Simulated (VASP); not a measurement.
# ZrN (Fm-3m) in VASP: a series of runs

Aim: see how the results for ZrN move with the level of theory and the settings. Levels: RPBE, revPBE. Tasks: relaxation of cell and atoms.

All numbers are computed with VASP 6.6.1; they aren't measurements. Logs are shortened: lines on timing, memory, paths and dates and some standing lists are left out, and cuts for length are marked.

## Step 1: The structure

Symmetry: Fm-3m, No. 225, cubic system. Conventional cell: a = 4.600 Å, b = 4.600 Å, c = 4.600 Å, α = 90.00°, β = 90.00°, γ = 90.00°. Zr (site symmetry m-3m) has 6 N at 2.30 Å as nearest neighbours. N (site symmetry m-3m) has 6 Zr at 2.30 Å as nearest neighbours.

## Step 2: Relaxation of cell and atoms, RPBE

Contents of INCAR:

```
SYSTEM = ZrN
ALGO     = Normal         ! electronic algorithm
EDIFF    = 1E-6           ! SCF threshold, eV
EDIFFG   = -0.005         ! ionic threshold
ENCUT    = 600            ! plane-wave cutoff, eV
GGA      = RP             ! functional
IBRION   = 2              ! ionic algorithm
ISIF     = 3              ! what is computed and relaxed
ISMEAR   = -1             ! smearing method
LASPH    = .True.         ! aspherical terms in the spheres
LCHARG   = .False.        ! write CHGCAR
LREAL    = .False.        ! projectors in reciprocal space
LWAVE    = .False.        ! write WAVECAR
NELM     = 100            ! most SCF steps
NSW      = 40             ! ionic steps
PREC     = Accurate       ! precision mode
SIGMA    = 0.05           ! smearing width, eV
```

Contents of KPOINTS:

```
k-points
0
Gamma
  10 10 10
  0 0 0
```

Contents of POSCAR:

```
ZrN
1.0
    0.0000000000      2.3000000000      2.3000000000
    2.3000000000      0.0000000000      2.3000000000
    2.3000000000      2.3000000000      0.0000000000
Zr N
1 1
Direct
    0.5000000000      0.5000000000      0.5000000000
    0.0000000000      0.0000000000      0.0000000000
```

Potentials or basis: VASP PAW PBE potentials, release 64 (Zr_sv, N).

The run is started by

```bash
cat potpaw_PBE.64/Zr_sv/POTCAR potpaw_PBE.64/N/POTCAR > POTCAR
mpirun -np 1 vasp_std > vasp.out
```

OUTCAR:

```text
SYSTEM = ZrN
   EDIFF = 1E-6
   EDIFFG = -0.005
   ENCUT = 600
   GGA = RP
   IBRION = 2
   ISIF = 3
   ISMEAR = -1
   LASPH = .True.
   LREAL = .False.
   NELM = 100
   NSW = 40
   PREC = Accurate

 ion  position               nearest neighbor table
   1  0.500  0.500  0.500-   2 2.30   2 2.30   2 2.30   2 2.30   2 2.30   2 2.30
   2  0.000  0.000  0.000-   1 2.30   1 2.30   1 2.30   1 2.30   1 2.30   1 2.30

  LATTYP: Found a face centered cubic cell.
 ALAT       =     4.6000000000

  Lattice vectors:

 A1 = (   0.0000000000,   2.3000000000,   2.3000000000)
 A2 = (   2.3000000000,   0.0000000000,   2.3000000000)
 A3 = (   2.3000000000,   2.3000000000,   0.0000000000)

Analysis of symmetry for initial positions (statically):
=====================================================================
 Subroutine PRICEL returns:
 Original cell was already a primitive cell.

 Routine SETGRP: Setting up the symmetry group for a
 face centered cubic supercell.

 Subroutine GETGRP returns: Found 48 space group operations
 (whereof 48 operations were pure point group operations)
 out of a pool of 48 trial point group operations.

The static configuration has the point symmetry O_h .

Analysis of symmetry for dynamics (positions and initial velocities):
=====================================================================
 Subroutine PRICEL returns:
 Original cell was already a primitive cell.

 Routine SETGRP: Setting up the symmetry group for a
 face centered cubic supercell.

 Subroutine GETGRP returns: Found 48 space group operations
 (whereof 48 operations were pure point group operations)
 out of a pool of 48 trial point group operations.

The dynamic configuration has the point symmetry O_h .

 Subroutine INISYM returns: Found 48 space group operations
 (whereof 48 operations are pure point group operations),
 and found     1 'primitive' translations

----------------------------------------------------------------------------------------

                                     Primitive cell

  volume of cell :      24.3340

  direct lattice vectors                    reciprocal lattice vectors
     0.000000000  2.300000000  2.300000000    -0.217391304  0.217391304  0.217391304
     2.300000000  0.000000000  2.300000000     0.217391304 -0.217391304  0.217391304
     2.300000000  2.300000000  0.000000000     0.217391304  0.217391304 -0.217391304

  length of vectors
     3.252691193  3.252691193  3.252691193     0.376532784  0.376532784  0.376532784

  position of ions in fractional coordinates (direct lattice)
     0.500000000  0.500000000  0.500000000
     0.000000000  0.000000000  0.000000000

  ion indices of the primitive-cell ions
   primitive index   ion index
                 1           1
                 2           2

----------------------------------------------------------------------------------------

 KPOINTS: k-points

Automatic generation of k-mesh.
 Grid dimensions read from file:
 generate k-points for:   10   10   10

 Generating k-lattice:

  Cartesian coordinates                     Fractional coordinates (reciprocal lattice)
    -0.021739130  0.021739130  0.021739130     0.100000000  0.000000000  0.000000000
     0.021739130 -0.021739130  0.021739130     0.000000000  0.100000000  0.000000000
     0.021739130  0.021739130 -0.021739130     0.000000000  0.000000000  0.100000000

  Length of vectors
     0.037653278  0.037653278  0.037653278

  Shift w.r.t. Gamma in fractional coordinates (k-lattice)
     0.000000000  0.000000000  0.000000000

 Subroutine IBZKPT returns following result:
 ===========================================

 Found     47 irreducible k-points:

 Following reciprocal coordinates:
            Coordinates               Weight
  0.000000  0.000000  0.000000      1.000000
  0.100000  0.000000  0.000000      8.000000
  0.200000  0.000000  0.000000      8.000000
  0.300000  0.000000  0.000000      8.000000
  0.400000  0.000000  0.000000      8.000000
  0.500000  0.000000  0.000000      4.000000
[... 16 lines left out ...]
  0.300000  0.300000  0.000000      6.000000
  0.400000  0.300000  0.000000     24.000000
 [... further k-points ...]
   k-points           NKPTS =     47   k-points in BZ     NKDIM =     47   number of bands    NBANDS=     12
   number of dos      NEDOS =    301   number of ions     NIONS =      2
   total plane-waves  NPLWV =  21952
   dimension x,y,z NGX =    28 NGY =   28 NGZ =   28
   dimension x,y,z NGXF=    56 NGYF=   56 NGZF=   56
   ions per type =               1   1
   NGX,Y,Z   is equivalent  to a cutoff of  14.31, 14.31, 14.31 a.u.
   NGXF,Y,Z  is equivalent  to a cutoff of  28.62, 28.62, 28.62 a.u.
 SYSTEM =  ZrN
   PREC   = accura    normal or accurate (medium, high low for compatibility)
   ISTART =      0    job   : 0-new  1-cont  2-samecut
   ICHARG =      2    charge: 1-file 2-atom 10-const
   ISPIN  =      1    spin polarized calculation?
   LNONCOLLINEAR =      F non collinear calculations
   LSORBIT =      F    spin-orbit coupling
   LASPH  =      T    aspherical Exc in radial PAW
   ENCUT  =  600.0 eV  44.10 Ry    6.64 a.u.   6.50  6.50  6.50*2*pi/ulx,y,z
   NELM   =    100;   NELMIN=  2; NELMDL= -5     # of ELM steps
   EDIFF  = 0.1E-05   stopping-criterion for ELM
   LREAL  =      F    real-space projection
   EDIFFG = -.5E-02   stopping-criterion for IOM
   NSW    =     40    number of steps for IOM
   IBRION =      2    ionic relax: 0-MD 1-quasi-New 2-CG
   NFREE  =      1    steps in history (QN), initial steepest desc. (CG)
   ISIF   =      3    stress and relaxation
   ISYM   =      2    0-nonsym 1-usesym 2-fastsym
   POTIM  = 0.5000    time-step for ionic-motion
   TEBEG  =    0.0;   TEEND  =   0.0 temperature during run
   PSTRESS=    0.0 pullay stress
   NELECT =      17.0000    total number of electrons
   NUPDOWN=      -1.0000    fix difference up-down
   EMIN   =  10.00;   EMAX   =-10.00  energy-range for DOS
   EFERMI =   0.00;   METHOD = LEGACY
   ISMEAR =    -1;   SIGMA  =   0.05  broadening in eV -4-tet -1-fermi 0-gaus
   EFERMI_NEDOS =   21; number of points for ismear=-14 and -15
   IALGO  =     38    algorithm
   IMIX   =      4    mixing-type and parameters
     AMIX     =   0.40;   BMIX     =  1.00
     AMIX_MAG =   1.60;   BMIX_MAG =  1.00
  volume/ion in A,a.u.               =      12.17        82.11
  Fermi-wavevector in a.u.,A,eV,Ry     =   1.452624  2.745062 28.709889  2.110117
  Thomas-Fermi vector in A             =   2.569985
   LORBIT       =      0    0 simple, 1 ext, 2 COOP (PROOUT), +10 PAW based schemes
   GGA     = RP    functional components
   LHFCALC =     F    Hartree Fock is set to
   AEXX    =    0.0000 exact exchange contribution
   IVDW    =     0    specifies the selected vdW correction
   LEPSILON=     F    determine dielectric tensor
   LRPA    =     F    only Hartree local field effects (RPA)
 conjugate gradient relaxation of ions
 non-spin polarized calculation
  energy-cutoff  :      600.00
  volume of cell :       24.33
 maximum number of plane-waves:       869
 NGX is ok and might be reduce to    28
   NGX = 13   NGY = 13   NGZ = 13

--------------------------------------- Ionic step        1  -------------------------------------------

 number of electron      17.0000000 magnetization

 Free energy of the ion-electron system (eV)
  ---------------------------------------------------
  ext. energy  EPLUGINS =         0.00000000
  ---------------------------------------------------
  free energy    TOTEN  =       -19.39637676 eV

  energy without entropy =      -19.38995330  energy(sigma->0) =      -19.39316503

------------------------ aborting loop because EDIFF is reached ----------------------------------------

  FORCE on cell =-STRESS in cart. coord.  units (eV):
  Direction    XX          YY          ZZ          XY          YZ          ZX
  --------------------------------------------------------------------------------------
  -------------------------------------------------------------------------------------
  Total        0.4735837      0.4735837      0.4735837      0.0000000      0.0000000     -0.0000000
  in kB       31.1812687     31.1812687     31.1812687      0.0000000      0.0000000     -0.0000000
  external PRESSURE =      31.1812687 kB  Pullay stress =       0.0000000 kB
[... 57 lines left out ...]
  energy  without entropy=      -19.3845634316  energy(sigma->0) =      -19.38788316

--------------------------------------- Ionic step        3  -------------------------------------------

 number of electron      17.0000000 magnetization

 Free energy of the ion-electron system (eV)
  ---------------------------------------------------
  ext. energy  EPLUGINS =         0.00000000
  ---------------------------------------------------
  free energy    TOTEN  =       -19.39935658 eV

  energy without entropy =      -19.39285487  energy(sigma->0) =      -19.39610572

 E-fermi :  11.8225     XC(G=0): -12.2961

 val. band max:       11.8183410700   @ k =  -0.1000   0.1000   0.0000
 cond. band min:      11.8299168984   @ k =  -0.4000   0.3000   0.0000
 fundamental gap:      0.0115758284
 Fermi energy:        11.8225489528

 k-point     1 :       0.0000    0.0000    0.0000
  band No.  band energies     occupation
      1     -37.9044      2.00000
      2     -15.5476      2.00000
      3     -15.5476      2.00000
      4     -15.5476      2.00000
      5      -4.4727      2.00000
      6       9.1444      2.00000
      7       9.1444      2.00000
      8       9.1444      2.00000
      9      11.4047      1.99953
     10      11.4047      1.99953
     11      11.4047      1.99953
     12      13.3173      0.00000
[... 331 lines left out ...]
 k-point    24 :       0.4000    0.3000    0.0000
  band No.  band energies     occupation
      1     -37.7698      2.00000
      2     -16.2771      2.00000
      3     -15.8286      2.00000
      4     -15.7966      2.00000
      5      -3.5777      2.00000
      6       6.1378      2.00000
      7       7.7513      2.00000
      8       8.1747      2.00000
      9       9.6212      2.00000
     10      15.0753      0.00000
     11      15.5643      0.00000
     12      15.6321      0.00000

 [... further k-points ...]

------------------------ aborting loop because EDIFF is reached ----------------------------------------

  FORCE on cell =-STRESS in cart. coord.  units (eV):
  Direction    XX          YY          ZZ          XY          YZ          ZX
  --------------------------------------------------------------------------------------
  -------------------------------------------------------------------------------------
  Total       -0.0054639     -0.0054639     -0.0054639      0.0000000     -0.0000000      0.0000000
  in kB       -0.3551712     -0.3551712     -0.3551712      0.0000000     -0.0000000      0.0000000
  external PRESSURE =      -0.3551712 kB  Pullay stress =       0.0000000 kB
[... 17 lines left out ...]
  FREE ENERGIE OF THE ION-ELECTRON SYSTEM (eV)
  ---------------------------------------------------
  free  energy   TOTEN  =       -19.3993565783 eV

  energy  without entropy=      -19.3928548658  energy(sigma->0) =      -19.39610572

 reached required accuracy - stopping structural energy minimisation
```

Run time: 24 s. Hardware: 1 thread of Intel Xeon 6975P-C (Granite Rapids), shared host; peak memory 0.18 GiB.

What came out:

```yaml
Free_energy: -19.3994 eV
Relaxed_volume: 12.32 Å³/atom
Relaxed_cell: a = 3.267 Å, b = 3.267 Å, c = 3.267 Å, α = 60.00°, β = 60.00°, γ = 60.00°
Space_group_after_relaxing_to_0.05_Å: Fm-3m (No. 225)
Energy_gained_by_relaxing: 1.5 meV/atom
Ionic_steps: 3
Pressure_after_relaxing: 0.0 GPa
Band_gap_on_the_k_mesh: none (metal or under the smearing width)
```

The path:
```
step  energy change (eV)  largest force (eV/Å)  pressure (GPa)  volume (Å³)
   1              0.0000                0.0000            3.12        24.33
   2              0.0052                0.0000           -4.82        25.18
   3             -0.0030                0.0000           -0.04        24.65
```

Final structure:
```xyz
2
Lattice="0.0000 2.3098 2.3098 2.3098 0.0000 2.3098 2.3098 2.3098 0.0000" Properties=species:S:1:pos:R:3 pbc="T T T"
Zr    2.3098    2.3098    2.3098
N     0.0000    0.0000    0.0000
```

Caveat: the PAW data sets were made with another functional, which shifts forces and pressure a little.

## Step 3: Relaxation of cell and atoms, revPBE

Contents of INCAR:

```
SYSTEM = ZrN
PREC = Accurate
ENCUT = 600
EDIFF = 1E-7
ISMEAR = -1
SIGMA = 0.05
LREAL = .False.
LASPH = .True.
NELM = 60
ALGO = Normal
ISIF = 3
LWAVE = .False.
LCHARG = .False.
GGA = RE
IBRION = 2
NSW = 60
EDIFFG = -0.01
```

Contents of KPOINTS:

```
Automatic mesh
0
Gamma
  10 10 10
  0 0 0
```

POSCAR is that of step 2.

Potentials or basis: VASP PAW PBE potentials, release 64 (Zr_sv, N).

The run is started by

```bash
cat potpaw_PBE.64/Zr_sv/POTCAR potpaw_PBE.64/N/POTCAR > POTCAR
mpirun -np 1 vasp_std > vasp.out
```

Wall time 24 s (1 thread of Intel Xeon 6975P-C (Granite Rapids), shared host); peak memory 0.17 GiB.

The run converged. Its results:

```
Free energy                            : -19.5719 eV
Relaxed volume                         : 12.27 Å³/atom
Relaxed cell                           : a = 3.262 Å, b = 3.262 Å, c = 3.262 Å, α = 60.00°, β = 60.00°, γ = 60.00°
Space group after relaxing (to 0.05 Å) : Fm-3m (No. 225)
Energy gained by relaxing              : 0.7 meV/atom
Ionic steps                            : 3
Pressure after relaxing                : 0.0 GPa
Band gap on the k mesh                 : none (metal or under the smearing width)
```

Step by step:
```csv
step,energy change (eV),largest force (eV/Å),pressure (GPa),volume (Å³)
1,0.0000,0.0000,2.06,24.33
2,0.0023,0.0000,-3.29,24.89
3,-0.0013,0.0000,0.00,24.54
```

Final structure:
```xyz
2
Lattice="0.0000 2.3065 2.3065 2.3065 0.0000 2.3065 2.3065 2.3065 0.0000" Properties=species:S:1:pos:R:3 pbc="T T T"
Zr    2.3065    2.3065    2.3065
N     0.0000    0.0000    0.0000
```

Levels at points of the mesh, in eV from the Fermi level:
| k point | band 5 | band 6 | band 7 | band 8 | band 9 | band 10 | band 11 | band 12 |
| --- | --- | --- | --- | --- | --- | --- | --- | --- |
| (0.00, 0.00, 0.00) | -16.30 | -2.68 | -2.68 | -2.68 | -0.42 | -0.42 | -0.42 | 1.51 |
| (0.50, 0.00, 0.00) | -14.20 | -7.60 | -5.64 | -5.64 | 2.90 | 2.96 | 2.96 | 4.63 |
| (0.50, 0.50, 0.00) | -15.76 | -4.62 | -3.43 | -3.20 | -3.20 | 3.24 | 4.36 | 4.36 |

Caveat: the PAW data sets were made with another functional, which shifts forces and pressure a little. revPBE gives volumes clearly too large for solids.

## Step 4: For comparison

An earlier run on the cell as given: functional PBE; potentials or basis VASP PAW PBE potentials, release 64 (Zr_sv, N); cutoff 520 eV; k mesh 10 × 10 × 10; occupations fermi-dirac, width 0.05 eV; no spin polarisation.

* Pressure: -0.6 GPa
* Band gap on the k mesh: none (metal or under the smearing width)

## Step 5: The runs side by side

| task | level | cell | cutoff (eV) | gap on the mesh (eV) | pressure (GPa) | relaxed volume (Å³/atom) |
| --- | --- | --- | --- | --- | --- | --- |
| relaxation of cell and atoms | RPBE | relaxed | 600 | none | 0.0 | 12.32 |
| relaxation of cell and atoms | revPBE | relaxed | 600 | none | 0.0 | 12.27 |
| single point | PBE | as given | 520 | none | -0.6 | - |

Alike in all rows: potentials or basis VASP PAW PBE potentials, release 64 (Zr_sv, N); no spin polarisation; k mesh 10 × 10 × 10; smearing fermi-dirac 0.05 eV.

Caveats: the PAW data sets were made with another functional, which shifts forces and pressure a little (some runs).

Absolute energies hang on the potentials; compare differences alone.
